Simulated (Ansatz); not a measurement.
# Na (simple hexagonal type): how the settings move a single-point run

Question: which choices in the input matter for Na (simple hexagonal type)?

Method: reference: DFT, PBE, norm-conserving pseudopotentials, Ansatz's default files, scalar-relativistic, in Ansatz 0.2.0.

## (1) The starting structure

Symmetry: P6/mmm, No. 191, hexagonal system. Conventional cell: a = 3.432 Å, b = 3.432 Å, c = 3.204 Å, α = 90.00°, β = 90.00°, γ = 120.00°. Na (site symmetry 6/mmm) has 8 Na at 3.20 to 3.43 Å in its first shell of neighbours.

Structure file:

```cif
data_structure
_symmetry_space_group_name_H-M 'P 1'
_symmetry_Int_Tables_number 1
_cell_length_a 3.4318
_cell_length_b 3.4318
_cell_length_c 3.2041
_cell_angle_alpha 90.000
_cell_angle_beta 90.000
_cell_angle_gamma 120.000
_cell_volume 32.68
loop_
_atom_site_label
_atom_site_type_symbol
_atom_site_fract_x
_atom_site_fract_y
_atom_site_fract_z
_atom_site_occupancy
Na1 Na 0.00000 0.00000 0.00000 1
```

## (2) Reference

Input file input.yaml:

```yaml
crystal:
  lattice:
    - [3.4317844514, 0.0, 0.0]
    - [-1.7158922257, 2.9720125152, 0.0]
    - [0.0, 0.0, 3.2041112319]
  atoms:
    - { symbol: Na, position: [0.0, 0.0, 0.0] }
kpoints:
  mp_grid: { grid: [13, 13, 12] }
scf:
  occupations: { method: fermi_dirac, width: 0.08 }
hamiltonian:
  xc: pbe
  pseudopotentials: { kind: nc }
output:
  forces: true
  stress: true
  eigenvalues: true
```

Launch:

```bash
> ansatz run input.yaml --threads 1 --pin off --max-ram 2048MiB --backend cpu --events-out ev --progress --plain --runs-dir out
```

## (3) Changing settings: preconditioner none, chi_scale 0.0

Edit input.yaml of step 2 so:

```diff
@@ -11,2 +11,4 @@
   occupations: { method: fermi_dirac, width: 0.08 }
+  mixing: { preconditioner: none }
+  initial_density: { chi_scale: 0.0 }
 hamiltonian:
```

Q: Predict the outcome of this session. Wanted: for each run, ending; energy change; pressure; gap; force.

As calculated:

| run | ending | energy change | pressure (GPa) | gap (eV) | force (eV/Å) | cycles | time |
| --- | --- | --- | --- | --- | --- | --- | --- |
| reference | converged | 0 | 1.5 | 0.00 | 0.00 | 6 | 4.8 s |
| 1: preconditioner none, chi_scale 0.0 | converged | 0.0 meV/atom | 1.5 | 0.00 | 0.00 | 5 | 4.1 s |

Residual by cycle in the longest SCF loop of each run; runs are numbered as in the table. The quantity is the density residual dr2, in eV.

| cycle | reference | run 1 |
| --- | --- | --- |
| 1 | 0.0168 | 0.0168 |
| 2 | 0.00841 | 0.00302 |
| 3 | 6.4e-4 | 5.7e-5 |
| 4 | 1.5e-6 | 3.0e-7 |
| 5 | 5.4e-8 | 9.3e-9 |
| 6 | 4.0e-9 | - |

Same state: the changed mixing and start leaves the energy within 0.5 meV/atom. Cost: 5 SCF cycles against 6.
